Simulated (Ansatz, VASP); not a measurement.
HfO2 in VASP and in Ansatz

```xyz
3
Lattice="0.0000 2.5235 2.5235 2.5235 0.0000 2.5235 2.5235 2.5235 0.0000" Properties=species:S:1:pos:R:3 pbc="T T T"
Hf    0.0000    0.0000    0.0000
O     1.2617    1.2617    1.2617
O     3.7852    3.7852    3.7852
```

Alike in both runs: functional PBEsol; k mesh 6 × 6 × 6; occupations gaussian, width 0.1 eV; no spin polarisation.

Ansatz relaxed the structure, and its values are those at the end. VASP's run is a single point on that final structure, the one shown.

|  | VASP | Ansatz |
| --- | --- | --- |
| version | VASP 6.6.1 | Ansatz 0.2.0 |
| potentials or method | VASP PAW PBE potentials, release 64 (Hf_pv, O) | scalar-relativistic, plane waves, PAW |
| plane-wave cutoff (eV) | 520 | 420 |
| valence electrons in the cell | 22 | 38 |

Ansatz gave:

- gap on the k mesh at the Fermi level (eV): 3.68
- least direct gap on the mesh (eV): 3.68
- pressure (GPa): -0.5

Q: What did VASP give for the same quantities?

A: gap on the k mesh at the Fermi level (eV): 3.71; least direct gap on the mesh (eV): 3.71; pressure (GPa): -4.2.

The two sets of potentials don't hold the same shells in valence.

Caveats: the PAW data sets were made with another functional, which shifts forces and pressure a little (VASP); spin-orbit coupling is left out, which moves the levels of the heavy elements. A k mesh can miss the band edges.
